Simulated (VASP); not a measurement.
The system is MoSe2.

```
Mo Se
1.0
     3.28800    0.00000    0.00000
    -1.64400    2.84749    0.00000
     0.00000    0.00000   12.90000
Mo Se
2 4
Direct
  0.33333 0.66667 0.25000
  0.66667 0.33333 0.75000
  0.33333 0.66667 0.62500
  0.66667 0.33333 0.12500
  0.33333 0.66667 0.87500
  0.66667 0.33333 0.37500
```

```yaml
Program: VASP 6.6.1
Task: relaxation of cell and atoms
Functional: PBE
Dispersion: D3(BJ)
Potentials_or_basis: VASP PAW PBE potentials, release 64 (Mo_sv, Se)
Cutoff: 600 eV
k_mesh: 9 × 9 × 2
Occupations: gaussian, width 0.03 eV
Spin: no spin polarisation
```

At the start: pressure 4.5 GPa; volume 20.13 Å³/atom.

Question: Where does the relaxation end?

Answer: Over 14 steps the energy falls by 24.1 meV/atom and the volume is 19.74 Å³/atom (-1.9 %); space group P6_3/mmc (No. 194, to 0.05 Å).

Step by step:
| step | energy change (eV) | largest force (eV/Å) | pressure (GPa) | volume (Å³) |
| --- | --- | --- | --- | --- |
| 1 | 0.0000 | 1.1441 | 4.52 | 120.78 |
| 2 | 0.2308 | 1.2853 | -9.26 | 130.92 |
| 3 | -0.1073 | 0.1481 | -1.23 | 124.27 |
| 4 | -0.1075 | 0.1809 | -1.04 | 124.14 |
| 5 | -0.1225 | 0.1168 | -0.28 | 122.48 |
| 6 | -0.1232 | 0.0997 | -0.06 | 122.02 |
| 7 | -0.1275 | 0.0908 | -0.06 | 121.61 |
| 8 | -0.1379 | 0.0632 | -0.04 | 120.35 |
| 9 | -0.1435 | 0.0013 | 0.20 | 117.83 |
| 10 | -0.1443 | 0.0241 | 0.12 | 118.56 |
| 11 | -0.1444 | 0.0212 | 0.12 | 118.46 |
| 12 | -0.1443 | 0.0191 | 0.13 | 118.39 |
| 13 | -0.1425 | 0.1161 | -0.76 | 118.94 |
| 14 | -0.1444 | 0.0004 | 0.01 | 118.46 |

Final structure:
```cif
data_structure
_symmetry_space_group_name_H-M 'P 1'
_symmetry_Int_Tables_number 1
_cell_length_a 3.2787
_cell_length_b 3.2787
_cell_length_c 12.7250
_cell_angle_alpha 90.000
_cell_angle_beta 90.000
_cell_angle_gamma 120.000
_cell_volume 118.46
loop_
_atom_site_label
_atom_site_type_symbol
_atom_site_fract_x
_atom_site_fract_y
_atom_site_fract_z
_atom_site_occupancy
Mo1 Mo 0.33333 0.66667 0.25000 1
Mo2 Mo 0.66667 0.33333 0.75000 1
Se1 Se 0.33333 0.66667 0.61833 1
Se2 Se 0.66667 0.33333 0.11833 1
Se3 Se 0.33333 0.66667 0.88167 1
Se4 Se 0.66667 0.33333 0.38167 1
```
